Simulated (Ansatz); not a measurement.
# AlP: the cost of one run

Program: Ansatz 0.2.0. Level of theory: DFT PBE, scalar-relativistic, plane waves, PAW. These are calculated values, not measurements.

The COD entry's cell or inner coordinates are ideal or old and differ from later refinements, so a difference from it is no clean test against experiment.

1 further run of the same task is left out (set aside as unsound or not needed).

### 1 The system as given

It takes space group F-43m (No. 216, cubic). Conventional cell: a = 5.507 Å, b = 5.507 Å, c = 5.507 Å, α = 90.00°, β = 90.00°, γ = 90.00°. Around Al (site symmetry -43m) lie 4 P at 2.38 Å. P (site symmetry -43m) has 4 Al at 2.38 Å as nearest neighbours.

As a file:

```cif
data_structure
_symmetry_space_group_name_H-M 'P 1'
_symmetry_Int_Tables_number 1
_cell_length_a 3.8939
_cell_length_b 3.8939
_cell_length_c 3.8939
_cell_angle_alpha 60.000
_cell_angle_beta 60.000
_cell_angle_gamma 60.000
_cell_volume 41.75
loop_
_atom_site_label
_atom_site_type_symbol
_atom_site_fract_x
_atom_site_fract_y
_atom_site_fract_z
_atom_site_occupancy
Al1 Al 0.00000 0.00000 0.00000 1
P1 P 0.25000 0.25000 0.25000 1
```

This cell was relaxed beforehand with the same method: volume 20.87 Å³/atom, gap on the mesh 1.63 eV.

### 2 A bulk reference on a matched mesh

The same crystal, re-cut so that c stands normal to the (111) plane; its mesh matches that of the cells to come, so errors of the mesh cancel.

Input file input.yaml:

```yaml
crystal:
  lattice:
    - [3.8938964322, 0.0, 0.0]
    - [-1.9469482161, 3.37221323, 0.0]
    - [0.0, 0.0, 9.5380593702]
  atoms:
    - { symbol: Al, position: [0.0, 0.0, 0.0] }
    - { symbol: P, position: [0.6666666667, 0.3333333333, 0.4166666667] }
    - { symbol: P, position: [0.3333333333, 0.6666666667, 0.0833333333] }
    - { symbol: Al, position: [0.3333333333, 0.6666666667, 0.3333333333] }
    - { symbol: Al, position: [0.6666666667, 0.3333333333, 0.6666666667] }
    - { symbol: P, position: [1.0, 0.0, 0.75] }
basis:
  ecutwfc: 420
kpoints:
  mp_grid: { grid: [12, 12, 4] }
hamiltonian:
  xc: pbe
scf:
  occupations: { method: gaussian, width: 0.05 }
output:
  forces: true
  stress: true
  eigenvalues: true
```

Started as:

```
ansatz run input.yaml --threads 2 --pin off --max-ram 5120MiB --backend cpu --events-out ev --progress --plain --runs-dir out
```

What time and memory should one allow on 2 threads of Intel Xeon Platinum 8259CL at 2.50GHz (Skylake/Cascade Lake), shared host?

About 8.8 s, with a peak of 0.47 GiB.
